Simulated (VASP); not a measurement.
Input of a VASP 6.6.1 run:

INCAR

```
PREC = Accurate
ENCUT = 600
EDIFF = 1E-7
ISMEAR = 1
SIGMA = 0.1
LREAL = False
LASPH = True
NELM = 80
ALGO = Normal
ISIF = 3
LWAVE = False
LCHARG = False
GGA = PE
IBRION = 2
NSW = 90
EDIFFG = -0.005
KPAR = 2
```

Contents of KPOINTS:

```
Automatic mesh
0
Gamma
  10 10 10
```

File POSCAR:

```
Mg2Sn                                   
1.0
   -0.0000000000      3.4059319034      3.4059319034
    3.4059319034     -0.0000000000      3.4059319034
    3.4059319034      3.4059319034      0.0000000000
  Mg              Sn            
     2     1
Direct
     0.2500000000000000    0.2500000000000000    0.2500000000000000
     0.7500000000000000    0.7500000000000000    0.7500000000000000
     0.0000000000000000    0.0000000000000000    0.0000000000000000
```

Potentials or basis: VASP PAW PBE potentials, release 64 (Mg, Sn_d).

Run with:

```bash
$ cat potpaw_PBE.64/Mg/POTCAR potpaw_PBE.64/Sn_d/POTCAR > POTCAR
$ mpirun -np 2 vasp_std > vasp.out
```

Problem. What does it give for the relaxed volume?

Solution. 26.31 Å³/atom.

Problem. What does it give for the relaxed cell?

Solution. a = 4.815 Å, b = 4.815 Å, c = 4.815 Å, α = 60.00°, β = 60.00°, γ = 60.00°.

Problem. What does it give for the space group after relaxing (to 0.05 Å)?

Solution. Fm-3m (No. 225).

Problem. What does it give for the band gap on the k mesh?

Solution. None (metal or under the smearing width).

Final structure:
```cif
data_structure
_symmetry_space_group_name_H-M 'P 1'
_symmetry_Int_Tables_number 1
_cell_length_a 4.8150
_cell_length_b 4.8150
_cell_length_c 4.8150
_cell_angle_alpha 60.000
_cell_angle_beta 60.000
_cell_angle_gamma 60.000
_cell_volume 78.94
loop_
_atom_site_label
_atom_site_type_symbol
_atom_site_fract_x
_atom_site_fract_y
_atom_site_fract_z
_atom_site_occupancy
Mg1 Mg 0.25000 0.25000 0.25000 1
Mg2 Mg 0.75000 0.75000 0.75000 1
Sn1 Sn 0.00000 0.00000 0.00000 1
```

Caveat: this crystal is a semiconductor, whose small gap the functional closes, so the metal is an error of the method.
